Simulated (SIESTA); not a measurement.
CuO (Tenorite):

```
CELL_PARAMETERS angstrom
2.34185 -1.71130 0.00000
2.34185 1.71130 0.00000
-0.85003 0.00000 5.05787
ATOMIC_POSITIONS crystal
Cu 0.50000 0.00000 0.50000
Cu 0.00000 0.50000 0.00000
O 0.41840 0.58160 0.75000
O 0.58160 0.41840 0.25000
```

Base run:

| Quantity | Value |
| --- | --- |
| Program | SIESTA 5.4.2 |
| Functional | VV10 |
| Potentials or basis | PseudoDojo 0.4 standard (PBE files) |
| Basis | DZP (energy shift 0.002 Ry) |
| Grid cutoff | 800 Ry |
| Energy shift | 0.002 Ry |
| k mesh | 10 × 10 × 5 |
| Occupations | fermi-dirac, width 0.05 eV |
| Spin | no spin polarisation |

Its results: band gap on the k mesh none (metal or under the smearing width); pressure 9.2 GPa; largest force 0.013 eV/Å.

Question: The run is repeated on the same cell with these changes: functional from VV10 to revPBE. What comes out?

Answer: Band gap on the k mesh none (metal or under the smearing width); pressure 11.0 GPa; largest force 0.007 eV/Å.

Caveats: semicore shells carry a single zeta, which can move pressures by several GPa and volumes by a few percent; the potentials were made for another functional, which shifts forces and pressure; the basis of atomic orbitals isn't converged, which shifts pressures, moduli and gaps; the run has no spin polarisation, though such a crystal can be magnetic; semilocal functionals often make such compounds metallic where correlation or magnetic order opens a gap, which also shifts bond lengths; the non-local part is tabulated coarsely and may be off by about a percent (some runs).
